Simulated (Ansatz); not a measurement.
Runs of Ansatz 0.2.0 on Sb. The structure is trigonal, space group R-3m (No. 166). Conventional cell: a = 4.308 Å, b = 4.308 Å, c = 11.274 Å, α = 90.00°, β = 90.00°, γ = 120.00°. Sb (site symmetry 3m) has 3 Sb at 2.91 Å as nearest neighbours. 

```csv
task,level,spin,cell,k mesh,points for each segment of the path,gap on the mesh (eV),pressure (GPa),relaxed volume (Å³/atom),largest force (eV/Å)
band structure,LDA,"SOC, no magnetisation",as given,6 × 6 × 6,14,none,-1.1,-,(a)
relaxation of cell and atoms,LDA,off,relaxed,8 × 8 × 8,-,-,0.0,29.24,0.01
relaxation of cell and atoms,PBEsol,off,relaxed,8 × 8 × 8,-,-,0.0,(b),-
band structure,PBEsol,off,as given,8 × 8 × 8,14,none,0.0,-,0.10
```

Alike in all rows: potentials or basis Ansatz PAW; cutoff (eV) 420; smearing fermi-dirac 0.05 eV.

Estimate the missing entries.

(a) 0.07; (b) 29.86.

Caveats: the PAW data sets come from PBE, with cores solved anew for the run's functional, which leaves a small shift of forces and pressure; the plane-wave basis is chosen anew once the cell has moved, so the energies of steps on either side of that aren't comparable (some runs); spin-orbit coupling is left out, which moves the levels of the heavy elements (some runs).

A k mesh can miss the band edges, and rows without SOC leave out spin-orbit coupling on Sb.

A gap of «none» marks a metal or a gap under the smearing width.
